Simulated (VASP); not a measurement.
CaB2: equation of state with PBE

CaB2:

```
Ca B
1.0
     1.73148    0.99967    5.44349
    -1.73148    0.99967    5.44349
     0.00000   -1.99934    5.44349
Ca B
1 2
Cartesian
  0.0000 0.0000 0.0000
  0.0000 0.0000 7.3670
  0.0000 0.0000 8.9635
```

The cell was built by a generator and needn't be a form met in nature.

| Item | Value |
| --- | --- |
| Program | VASP 6.6.1 |
| Task | equation of state |
| Functional | PBE |
| Potentials or basis | VASP PAW PBE potentials, release 64 (Ca_sv, B) |
| Cutoff | 520 eV |
| k mesh | 9 × 9 × 9 |
| Occupations | fermi-dirac, width 0.05 eV |
| Spin | no spin polarisation |
| Further INCAR settings | ALGO = Normal; EDIFF = 1e-07; NBANDS = 15 |

The equilibrium volume is 18.88 Å³/atom, the bulk modulus at fixed shape and positions is 59 GPa and the pressure derivative of the bulk modulus is 3.7.

Energy against volume, from the lowest point:
```csv
volume (Å³/atom),energy (meV/atom)
17.714,14.75
18.091,6.55
18.467,1.73
18.844,0.00
19.221,1.07
19.598,4.70
19.975,10.66
```

All runs of the series together: 18 min on 1 thread of AMD EPYC 9R45 (Zen 5) (shared host).

Caveat: the cell was scaled at fixed shape and fractional positions, which overstates the stiffness of a crystal with free parameters, most of all of layers and chains.
